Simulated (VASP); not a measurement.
Input of a VASP 6.6.1 run:

INCAR

```
ALGO = Normal
EDIFF = 1E-6
ENCUT = 520
GGA = PE
ISIF = 2
ISMEAR = -1
IVDW = 12
LASPH = T
LCHARG = F
LREAL = Auto
LWAVE = F
NBANDS = 98
NELM = 60
PREC = Accurate
SIGMA = 0.02
```

KPOINTS

```
k-points
0
Gamma
  1 1 1
```

POSCAR

```
H2CO2
1.0
    8.2150030000      0.0000000000      0.0000000000
    0.0000000000      8.2150030000      0.0000000000
    0.0000000000      0.0000000000      8.2150030000
O C H
16 8 16
Direct
    0.5903467108      0.6093972212      0.7280581638
    0.4088008245      0.5102250115      0.9121238300
    0.0284722964      0.4226170094      1.1315394529
   -0.0551673566      0.3866584102      0.8642236649
    0.7816065314     -0.0763602886      0.0098234900
    0.8944488517      0.1207668457      0.1668654290
    0.2344856113      0.0007547167      0.6303466962
    0.4240899243      0.2134144078      0.6137916200
    0.4530004432      0.5536333949      0.3242238621
    0.6482286129      0.7033351053      0.1956055281
    0.8681311498      0.1295678163      0.6052097607
    1.0102978660      0.3324283631      0.4824343947
    0.2804746389      1.0365668765      0.9576989808
    0.4277904707      1.1424584994      1.1611194786
    0.0279853824      0.6835420510      0.3529152698
    0.1789287235      0.8042480325      0.1525745030
    0.4462079929      0.5443211646      0.7724647210
    0.0064029191      0.4678269746      0.9713690914
    0.8537671867      0.0654047235      0.0309555578
    0.3308702383      0.1201338575      0.5464027219
    0.5422882986      0.6843332863      0.2945951450
    0.8836758794      0.2825440234      0.5380156282
    0.3904319938      1.1389892371      1.0172485634
    0.0973462822      0.8048931936      0.2783443901
    0.6610466241      0.6092389741      0.8229820488
    0.3734995593      0.5273887301      0.6667191722
   -0.0134144808      0.2990504081      1.1480458376
    0.0478271280      0.5994398298      0.9681189404
    0.7365426403     -0.1252829731      0.1096652065
    0.8809735066      0.1283140128     -0.0869263225
    0.2618501783      0.0078393155      0.7469991186
    0.3245403562      0.1095191323      0.4150941880
    0.4624709206      0.4765549081      0.2345708212
    0.5072913546      0.7799997152      0.3805476395
    0.9800361607      0.0883140274      0.6055019091
    0.7742297842      0.3476444257      0.5373704672
    0.2547534067      0.9493727513      1.0449783159
    0.4496772551      1.2151669330      0.9245157914
    0.0394887257      0.5781251693      0.2826292334
    0.0697139125      0.9178572424      0.3344855747
```

Potentials or basis: VASP PAW PBE potentials, release 64 (O, C, H).

The run is started by

```sh
$ cat potpaw_PBE.64/O/POTCAR potpaw_PBE.64/C/POTCAR potpaw_PBE.64/H/POTCAR > POTCAR
$ mpirun -np 1 vasp_gam > vasp.out
```

What does it give for the dispersion energy per atom?

-0.041 eV.

What does it give for the band gap on the k mesh?

4.42 eV, direct.

Predict the largest force.

2.380 eV/Å.

Stress tensor (GPa, compression positive):
```
 0.37 -0.57  0.02
-0.57 -1.02  0.72
 0.02  0.72  0.02
```

Caveat: the standard files for N, O and F lose accuracy on very short bonds. Expect the measured gap to be larger: semilocal functionals such as PBE lack the derivative discontinuity.
